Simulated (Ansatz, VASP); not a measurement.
# Cross-check of Al36BN35 (B_N) between VASP and Ansatz

Aim: how closely do two programs agree when they are given the same cell, functional and k mesh? The cell is taken from a series of runs on this material, whose earlier steps may have relaxed, scaled, displaced or heated it; both programs get it as it stands.

Calculated with Ansatz 0.2.0; plane waves, with VASP 6.6.1 beside it; single point at r2SCAN.

## 1. Set-up

The cell holds 72 atoms: 36 Al, 35 N and 1 B. Cell: a = 9.320 Å, b = 9.320 Å, c = 9.956 Å, α = 90.0°, β = 90.0°, γ = 120.0°. It derives from AlN (AlN (P6_3mc)). Nearest the centre at fractional (0.556, 0.444, 0.440): B72 at 0.11 Å, Al17 at 1.86 Å, Al14 at 1.94 Å, Al30 at 1.94 Å, Al18 at 1.95 Å, Al19 at 2.80 Å, N50 at 3.14 Å, N53 at 3.14 Å.

Coordinates:

```xyz
72
Lattice="9.3196 0.0000 0.0000 -4.6598 8.0710 0.0000 0.0000 0.0000 9.9565" Properties=species:S:1:pos:R:3 pbc="T T T"
Al    1.5739    0.9118    2.4936
Al    0.0251    1.8123    4.9627
Al    1.5468    0.8898    7.4792
Al   -0.0032    1.7966    0.0123
Al    0.0195    3.6043    2.4930
Al   -1.5553    4.4910    4.9835
Al   -0.0141    3.5916    7.4800
Al   -1.5546    4.4861    0.0125
Al   -1.5544    6.2816    2.4962
Al   -3.1061    7.1774    4.9831
Al   -1.5547    6.2817    7.4710
Al   -3.1097    7.1797    0.0123
Al    4.6386    0.9107    2.4926
Al    3.1074    1.7474    4.9972
Al    4.6660    0.8893    7.4801
Al    3.1057    1.8197    9.8938
Al    3.1060    3.5909    2.5246
Al    1.5063    4.5145    4.9974
Al    3.1055    3.5912    7.1817
Al    1.5708    4.4774    9.8939
Al    1.5513    6.2577    2.4927
Al   -0.0040    7.1774    4.9835
Al    1.5454    6.2923    7.4799
Al    0.0005    7.1797    0.0125
Al    7.7666    0.9001    2.5153
Al    6.1893    1.8108    4.9621
Al    7.7663    0.9003    7.4526
Al    6.2150    1.7959    0.0127
Al    6.1935    3.6036    2.4923
Al    4.7030    4.5116    4.9968
Al    6.2255    3.5908    7.4802
Al    4.6397    4.4769    9.8939
Al    4.6603    6.2573    2.4934
Al    3.1059    7.1483    4.9626
Al    4.6657    6.2918    7.4792
Al    3.1054    7.1808    0.0123
N     1.5329    0.8507    4.3809
N     0.0004    1.7956    1.9065
N     1.5304    0.8944    9.3673
N     0.0031    1.7977    6.8741
N    -0.0587    3.6042    4.3808
N    -1.5512    4.4899    1.8965
N    -0.0206    3.5797    9.3683
N    -1.5524    4.4901    6.8851
N    -1.5571    6.2832    4.3961
N    -3.1022    7.1752    1.8961
N    -1.5567    6.2829    9.3681
N    -3.1032    7.1758    6.8843
N     4.6746    0.8487    4.3806
N     3.1085    1.7754    1.8179
N     4.6766    0.8944    9.3682
N     3.1086    1.7039    6.9322
N     1.5379    4.4967    1.8182
N     3.1026    3.5929    9.2568
N     1.4749    4.5323    6.9317
N     1.5123    6.3249    4.3803
N    -0.0013    7.1750    1.8964
N     1.5523    6.3042    9.3681
N    -0.0017    7.1752    6.8851
N     7.7644    0.9013    4.4034
N     6.2168    1.7947    1.9069
N     7.7635    0.9019    9.3627
N     6.2139    1.7967    6.8736
N     6.2651    3.6036    4.3801
N     4.6796    4.4963    1.8179
N     6.2265    3.5791    9.3683
N     4.7414    4.5323    6.9318
N     4.6926    6.3234    4.3806
N     3.1082    7.1783    1.9063
N     4.6535    6.3037    9.3672
N     3.1074    7.1746    6.8740
B     3.1023    3.5929    4.4905
```

## 2. VASP: single point, r2SCAN

With cell and atoms fixed, the geometry can't cause a difference; cores, projectors, grids and the points listed under the comparison can.

Lines of VASP's logs that name or quote its potential files are left out, and so is its time.

The input, INCAR:

```
SYSTEM = Al36BN35
PREC = Accurate
ENCUT = 580
EDIFF = 1E-06
NELM = 120
ISMEAR = -1
SIGMA = 0.01
LREAL = Auto
ALGO = Normal
METAGGA = R2SCAN
LASPH = .TRUE.
NBANDS = 200
LORBIT = 11
LWAVE = .FALSE.
LCHARG = .FALSE.
ISIF = 2
ISYM = 0
GGA_COMPAT = .FALSE.
LMIXTAU = .TRUE.
KPAR = 4
```

The input, POSCAR:

```
Al36BN35
1.0
    9.3195655359      0.0000000860      0.0000000000
   -4.6597828424      8.0709804634      0.0000000000
    0.0000000000      0.0000000000      9.9564777190
Al N B
36 35 1
Direct
    0.2253697438      0.1129669533      0.2504515433
    0.1149653529      0.2245494094      0.4984412939
    0.2210963206      0.1102463867      0.7511895464
    0.1109594689      0.2226007144      0.0012397028
    0.2253781390      0.4465706936      0.2503877923
    0.1113391302      0.5564398729      0.5005273947
    0.2209915889      0.4450028296      0.7512717809
    0.1110983325      0.5558253649      0.0012576515
    0.2223601162      0.7782909817      0.2507144159
    0.1113573176      0.8892888886      0.5004918284
    0.2223297049      0.7783108849      0.7503690694
    0.1111083377      0.8895637722      0.0012334085
    0.5541460816      0.1128362948      0.2503472623
    0.4416735037      0.2165019562      0.5019057517
    0.5557582742      0.1101806400      0.7512793563
    0.4459730623      0.2254660878      0.9937053001
    0.5557336821      0.4449202877      0.2535662743
    0.4413041947      0.5593456619      0.5019197999
    0.5556977289      0.4449476980      0.7213114244
    0.4459264505      0.5547526018      0.9937149136
    0.5541191096      0.7753355862      0.2503579689
    0.4442164676      0.8892827835      0.5005254367
    0.5556272530      0.7796167231      0.7512642759
    0.4448390156      0.8895692551      0.0012511566
    0.8891348200      0.1115289071      0.2526314767
    0.7763003380      0.2243588242      0.4983783347
    0.8891074133      0.1115450851      0.7485169780
    0.7781323587      0.2225178507      0.0012795741
    0.8878145438      0.4464899201      0.2503216360
    0.7841338844      0.5589888397      0.5018600715
    0.8904582564      0.4449079844      0.7512870468
    0.7751870853      0.5546857100      0.9937103043
    0.8876985297      0.7752861779      0.2504269200
    0.7761105756      0.8856824450      0.4984250520
    0.8904102496      0.7795554335      0.7511893870
    0.7780649008      0.8897041879      0.0012322139
    0.2171806992      0.1054073580      0.4400099170
    0.1112766779      0.2224776162      0.1914817701
    0.2196211349      0.1108202328      0.9408212816
    0.1117002527      0.2227318522      0.6904111166
    0.2169823013      0.4465605688      0.4399934972
    0.1117035020      0.5563008602      0.1904753091
    0.2195561794      0.4435309864      0.9409214902
    0.1115886352      0.5563225350      0.6915223860
    0.2221621565      0.7784900429      0.4415343139
    0.1116421051      0.8890126917      0.1904433214
    0.2221913190      0.7784566404      0.9409031296
    0.1115693399      0.8890879516      0.6914423006
    0.5541611129      0.1051497871      0.4399711890
    0.4435334244      0.2199687501      0.1825850365
    0.5572152827      0.1108194479      0.9409117635
    0.4391059042      0.2111084582      0.6962522964
    0.4435957752      0.5571457541      0.1826178665
    0.5554945364      0.4451639448      0.9297264329
    0.4390334962      0.5615590988      0.6962016945
    0.5541058735      0.7836596925      0.4399465905
    0.4443534540      0.8889826229      0.1904667450
    0.5571175839      0.7811007038      0.9409009037
    0.4443276572      0.8890178718      0.6915173107
    0.8889698982      0.1116717196      0.4422610194
    0.7782550525      0.2223655189      0.1915276907
    0.8889073351      0.1117474759      0.9403625853
    0.7780645411      0.2226178923      0.6903611087
    0.8954993543      0.4464839844      0.4399255183
    0.7806778795      0.5570952670      0.1825859295
    0.8898372192      0.4434551394      0.9409223265
    0.7895315295      0.5615543153      0.6962071080
    0.8952563668      0.7834680379      0.4399754737
    0.7782096257      0.8894016188      0.1914614790
    0.8898379961      0.7810310223      0.9408186499
    0.7778990969      0.8889338860      0.6904030916
    0.5554591104      0.4451574291      0.4510157470
```

The input, KPOINTS:

```
Points of the shifted mesh
8
Reciprocal
 0.2500000000  0.2500000000  0.2500000000 1
 0.2500000000  0.2500000000  0.7500000000 1
 0.2500000000  0.7500000000  0.2500000000 1
 0.2500000000  0.7500000000  0.7500000000 1
 0.7500000000  0.2500000000  0.2500000000 1
 0.7500000000  0.2500000000  0.7500000000 1
 0.7500000000  0.7500000000  0.2500000000 1
 0.7500000000  0.7500000000  0.7500000000 1
```

Potentials, in the order of the species: Al, N and B (PBE family, release 64).

Started as:

```sh
mpirun -np 8 vasp_std
```

Numbers of over 12 decimals in the logs are rounded to 6 here.

Output:

```text
[banner, memory and clock lines left out]
running    8 mpi-ranks, on    1 nodes
[...]
|                                                                             |
|           W    W    AA    RRRRR   N    N  II  N    N   GGGG   !!!           |
|           W    W   A  A   R    R  NN   N  II  NN   N  G    G  !!!           |
|           W    W  A    A  R    R  N N  N  II  N N  N  G       !!!           |
|           W WW W  AAAAAA  RRRRR   N  N N  II  N  N N  G  GGG   !            |
|           WW  WW  A    A  R   R   N   NN  II  N   NN  G    G                |
|           W    W  A    A  R    R  N    N  II  N    N   GGGG   !!!           |
|                                                                             |
|     For optimal performance we recommend to set                             |
|       NCORE = 2 up to number-of-cores-per-socket                            |
|     NCORE specifies how many cores store one orbital (NPAR=cpu/NCORE).      |
|     This setting can greatly improve the performance of VASP for DFT.       |
[...]
|               ----> ADVICE to this user running VASP <----                  |
|                                                                             |
|     You enforced a specific xc type in the INCAR file but a different       |
|     [... a line on the potential file left out ...]
|     I HOPE YOU KNOW WHAT YOU ARE DOING!                                     |
|                                                                             |

 LDA part: xc-table for (None), standard interpolation
 POSCAR, INCAR and KPOINTS ok, starting setup
[...]
entering main loop
       N       E                     dE             d eps       ncg     rms          rms(c)
DAV:   1     0.111646074337E+04    0.11165E+04   -0.14627E+05  3200   0.146E+03
DAV:   2    -0.688655040309E+03   -0.18051E+04   -0.17243E+04  3976   0.293E+02
DAV:   3    -0.831210297732E+03   -0.14256E+03   -0.14125E+03  3904   0.882E+01
DAV:   4    -0.833421438895E+03   -0.22111E+01   -0.22042E+01  3808   0.115E+01
[...]
DAV:  24    -0.680756952873E+03    0.65946E-05   -0.95348E-06  3568   0.874E-03    0.198E-02
DAV:  25    -0.680756959701E+03   -0.68283E-05   -0.94353E-06  3392   0.786E-03    0.773E-03
DAV:  26    -0.680756960125E+03   -0.42436E-06   -0.19157E-06  2208   0.321E-03
   1 F= -.68075696E+03 E0= -.68074650E+03  d E =-.209183E-01
```

From OUTCAR (step 2):

```text
 POSITION                                       TOTAL-FORCE (eV/Angst)
 -----------------------------------------------------------------------------------
      1.57395      0.91175      2.49362        -0.417310     -0.382126     -0.729214
      0.02508      1.81233      4.96272        -0.829276     -0.239503      0.306583
      1.54680      0.88980      7.47920        -0.551159     -0.223754      0.307185
     -0.00318      1.79661      0.01234        -0.140764     -0.035679     -0.115020
      0.01950      3.60426      2.49298        -0.520888     -0.169022     -0.558874
     -1.55526      4.49102      4.98349        -0.009890      0.471902      0.387860
     -0.01407      3.59161      7.48002        -0.420747     -0.339346      0.259219
     -1.55464      4.48606      0.01252        -0.016470      0.118018     -0.124588
     -1.55437      6.28157      2.49623         0.070756     -0.040048     -0.235549
     -3.10609      7.17743      4.98314         0.628278     -0.362861      0.550016
     -1.55474      6.28173      7.47103         0.062575     -0.035117      0.164969
     -3.10969      7.17965      0.01228         0.071538     -0.042517     -0.142473
      4.63861      0.91070      2.49258         0.483767     -0.404774     -0.535865
      3.10735      1.74738      4.99721         0.398262     -2.928617      0.879327
[...]
-----------------------------------------------------------------------------------
    total drift:                               -0.012948      0.008277     -0.073796

  FREE ENERGIE OF THE ION-ELECTRON SYSTEM (eV)
  ---------------------------------------------------
  free  energy   TOTEN  =      -680.7569601255 eV

  energy  without entropy=     -680.7360418357  energy(sigma->0) =     -680.74650098
```

The run ends at a pressure of 2.12 GPa, with forces up to 3.1 eV/Å.

## 3. Ansatz: single point, r2SCAN

Ansatz runs on its PAW soft_1 files.

The same cell, functional, mesh and smearing now go to Ansatz.

The input, input.yaml:

```yaml
crystal:
  checkpoint: "../qm2.relax.run"
  host: checkpoint
basis:
  ecutwfc: 500
  xc_grid: 2
hamiltonian:
  xc: r2scan
  pseudopotentials: { kind: paw, azcp: { folder: soft_1 } }
kpoints:
  mp_grid: { grid: [2, 2, 2], shift: [0.5, 0.5, 0.5] }
scf:
  occupations: { method: fermi_dirac, width: 0.01 }
  max_iter: 80
output:
  forces: true
  eigenvalues: true
  charged_corrections: { defect_position: [0.555556, 0.444444, 0.440398] }
checkpoint:
  read: "../qm2.relax.run"
  write: "../qm2.point_neutral.run"
  compress: false
  write_wavefunctions: false
  write_every: 100000
```

Started as:

```sh
ansatz run input.yaml --threads 4 --pin off --max-ram 7536MiB --backend cpu --events-out ev --progress --plain --runs-dir out
```

Output:

```text
checkpoint.read: the saved state was converged at a total charge of -2 e, and this run's is 0 e: a saved density that it takes is scaled to its electron count
crystal.checkpoint: the structure is that of <dir>, a `relax` run, at its step 9: its result, under r2scan at a charge of -2 e; 72 atoms read, 0 with a starting moment; this deck's charge is 0 e; crystal.structure_sha256 for this input is
Engine: ansatz 0.2.0, aarch64-unknown-linux-gnu
Pseudopotentials: kind: paw
Pseudopotential: Al, paw, valence charge 3, recommended cutoff 500 eV (meta_gga), soft_1/Al.paw.azcp
Pseudopotential: N, paw, valence charge 5, recommended cutoff 500 eV (meta_gga), soft_1/N.paw.azcp
Pseudopotential: B, paw, valence charge 3, recommended cutoff 500 eV (meta_gga), soft_1/B.paw.azcp
Functional definition: r2SCAN
  parameter k0 = 0.174
  parameter k1 = 0.065
  parameter a1 = 4.9479
  exchange = r2scan_x(k0 = k0, k1 = k1, a1 = a1)
  correlation = r2scan_c
Crystal: 72 atoms, lattice volume = 748.907 Å³
Basis set: ecut = 500 eV, 18913 PW (Γ), exchange–correlation on 144×144×150 points (8 copies of the dense FFT grid, shifted against one another)
Bands: 215, of which v1, the nominal top of the filled ones, is band 143 counted from 1 (142 counted from 0)
Symmetry: 1 space group operations
Space group: P1 (ITA 1), of the structure as read, at distance tolerance 9.1e-5 Å
k-points: 4 of 8 (time reversal used)
Non-local potential: Al, projectors of the file, l = 0: 2, l = 1: 2, l = 2: 1
Non-local potential: N, projectors of the file, l = 0: 2, l = 1: 2, l = 2: 1
Non-local potential: B, projectors of the file, l = 0: 2, l = 1: 2, l = 2: 1
PAW form: soft (Blöchl's): semilocal exchange-correlation on the pseudo side does not see the compensation charge
PAW frozen core: Al, regenerated for the run's functional (the file was generated under x = pbe(κ = 0.804, μ = 0.219515), c = pbe(β = 0.066725))
PAW frozen core: N, regenerated for the run's functional (the file was generated under x = pbe(κ = 0.804, μ = 0.219515), c = pbe(β = 0.066725))
PAW frozen core: B, regenerated for the run's functional (the file was generated under x = pbe(κ = 0.804, μ = 0.219515), c = pbe(β = 0.066725))
PAW one-centre angular grid: Al, 302 points (default); XC on 160 Gauss nodes
PAW one-centre angular grid: N, 302 points (default); XC on 160 Gauss nodes
PAW one-centre angular grid: B, 302 points (default); XC on 223 of its mesh's 2233 points in the sphere
Initial density: read from a saved state, or passed on in memory by an earlier SCF of this step, an earlier step, the calling program or the single point that the run made first
Initial wavefunctions: pseudopotential atomic-orbital guess
Functional: x = r2scan, c = r2scan; τ floored in thin density (d = 2e-4 eV/Å³)
SCF iter   1: F=—  HF=-33190.100767 eV  |F-HF|=—  |Δ(HF+E_count)|=         —  Δρ=1.77e-2  dr2=9.40e0  dr2_τ=9.27e-2  ethr=3.10e-3  ⟨swp⟩=6.0  Hψ=3793  notcnv=0  defer=98
preconditioner: auto → Kerker (q_TF=auto, 2.324 Å⁻¹)  [metal: Δε(μ)=0.017 eV  Ē_g=14.139 eV  σ=0.010 eV  W_gap=0.39  n_scr=144 (ndim 8)  ℏωp=22.9 eV  f_vac=0.000  D(μ)=41.89/eV (n_scr^D=406)]
SCF iter   2: F=—  HF=-33188.705733 eV  |F-HF|=—  |Δ(HF+E_count)|=    1.40e0  Δρ=8.79e-3  dr2=4.31e0  dr2_τ=2.67e-2  ethr=3.10e-3  ⟨swp⟩=2.0  Hψ=1004  notcnv=0  defer=159
SCF iter   3: F=—  HF=-33187.940867 eV  |F-HF|=—  |Δ(HF+E_count)|=   7.65e-1  Δρ=9.01e-3  dr2=1.34e0  dr2_τ=2.40e-2  ethr=1.51e-3  ⟨swp⟩=2.5  Hψ=1245  notcnv=0  defer=257
SCF iter   4: F=—  HF=-33187.822043 eV  |F-HF|=—  |Δ(HF+E_count)|=   1.19e-1  Δρ=9.10e-3  dr2=1.13e0  dr2_τ=2.77e-2  ethr=4.68e-4  ⟨swp⟩=3.0  Hψ=1241  notcnv=0  defer=64
automatic band count: iteration 4 solves 166 bands in place of 215: the levels show a gap, and the empty bands left out lie too high to hold charge; the band table lists the bands solved (type scf.n_extra_bands for more)
SCF iter   5: F=—  HF=-33187.697944 eV  |F-HF|=—  |Δ(HF+E_count)|=   1.24e-1  Δρ=2.29e-3  dr2=1.72e-1  dr2_τ=2.59e-3  ethr=3.95e-4  ⟨swp⟩=5.5  Hψ=2031  notcnv=0  defer=218
automatic band count: iteration 5 solves 215 bands in place of 166: the levels no longer show a gap clear of their residuals, so the SCF keeps every band
SCF iter   6: F=—  HF=-33187.677575 eV  |F-HF|=—  |Δ(HF+E_count)|=   2.04e-2  Δρ=4.03e-3  dr2=1.81e-1  dr2_τ=5.33e-3  ethr=6.02e-5  ⟨swp⟩=2.0  Hψ=1452  notcnv=0  defer=260
SCF iter   7: F=—  HF=-33187.671288 eV  |F-HF|=—  |Δ(HF+E_count)|=   6.29e-3  Δρ=3.90e-3  dr2=1.34e-1  dr2_τ=3.75e-3  ethr=6.02e-5  ⟨swp⟩=2.0  Hψ=633  notcnv=0  defer=260
SCF iter   8: F=—  HF=-33187.663632 eV  |F-HF|=—  |Δ(HF+E_count)|=   7.66e-3  Δρ=1.65e-3  dr2=2.79e-2  dr2_τ=3.15e-4  ethr=4.69e-5  ⟨swp⟩=1.0  Hψ=600  notcnv=0  defer=260
[...]
atom  60  N     -0.51451167    -0.21239629     1.20650212
  atom  61  Al     0.52521987    -0.39996544     0.25730586
  atom  62  Al    -0.02608611     0.01032844    -0.37282873
  atom  63  N     -0.17803984     0.14098680     0.01370534
  atom  64  N     -0.95485364    -0.44564037    -1.23681860
  atom  65  Al     0.11949725     0.54798746    -0.72566528
  atom  66  Al    -0.20890580     0.83458285     0.31549271
  atom  67  N     -0.69287738    -0.89350609    -0.07342348
  atom  68  N     -0.00272971    -0.22315261     0.32229987
  atom  69  Al    -0.08409226     0.59130503     0.30754066
  atom  70  Al    -0.03983580     0.13912884    -0.12740115
  atom  71  N      0.08651924    -0.27454337     0.01442203
  atom  72  N      0.00482551    -0.27517193    -0.26158928
  max |Σ_I F_I| component: 1.06e-2 eV/Å
--- Band table (eV) ---
  k-point 0: bands = [... 139 lower, 6.6030, 6.6700, 7.1186, 7.3647, 7.3703, 12.5982, 12.7811, 12.9772, ... 68 higher]
  k-point 1: bands = [... 139 lower, 6.6030, 6.6701, 7.1186, 7.3647, 7.3703, 12.5981, 12.7810, 12.9777, ... 68 higher]
  k-point 2: bands = [... 139 lower, 6.6838, 6.7125, 7.3104, 7.3573, 7.3915, 12.5620, 12.6476, 12.7718, ... 68 higher]
  k-point 3: bands = [... 139 lower, 6.6819, 6.7105, 7.3178, 7.3461, 7.3956, 12.5458, 12.6567, 12.7738, ... 68 higher]
```

In the SCF lines HF is the Harris–Foulkes energy and dr2 the Hartree energy of the density residual, in eV; the loop may stop once dr2 is under the threshold and the program's other checks hold. Hψ counts applications of the Hamiltonian.

## 4. Side by side

Known differences besides the potentials themselves: VASP keeps PBE cores, Ansatz makes them for the functional; the cutoff is 500 eV in Ansatz and 580 eV in VASP (PREC = Accurate, projectors in real space). Total energies have different zeros and are not compared.

Forces on 7 of the 72 atoms, those with the largest forces and the largest differences (eV/Å; atoms numbered as in POSCAR):

```csv
atom,"Ansatz x, y, z","VASP x, y, z"
Al14,"0.401, -2.924, 0.869","0.398, -2.929, 0.879"
Al17,"-0.026, 0.018, -3.045","-0.026, 0.019, -3.051"
Al18,"-2.548, 1.471, 0.700","-2.555, 1.476, 0.713"
Al19,"-0.020, 0.010, 2.197","-0.019, 0.012, 2.210"
Al30,"2.736, 1.113, 0.867","2.738, 1.118, 0.878"
N52,"-0.092, 1.049, -1.239","-0.092, 1.054, -1.244"
N67,"-0.955, -0.446, -1.237","-0.959, -0.447, -1.242"
```

The forces differ by 3.7 meV/Å r.m.s., which is 0.6 % of the r.m.s. force of 0.592 eV/Å (both taken over all components).

## 5. Outcome

| Item | Value |
| --- | --- |
| r.m.s. force difference (single point, r2SCAN) | 0.62 % of the r.m.s. force |

**Reading.** The r.m.s. force difference is 0.62 % of the r.m.s. force (single point, r2SCAN), within the 3 % picked in this series as the mark of a large difference. Such differences can come from data sets, numerical settings and the points named under the comparisons, not from the functional's error against experiment.

[Lines on the potential files, build, host, timing and source positions are cut from VASP's logs without a mark.]

[Logs are printed without paths, hosts, clocks, repeated set-up lines and the standing remarks that a program may print on its own settings, such as how far it seeks lower states.]

[Hosts, paths, dates, database ids (printed as entryN), source tags and the programs' standing remarks are cut or masked in the printed files.]
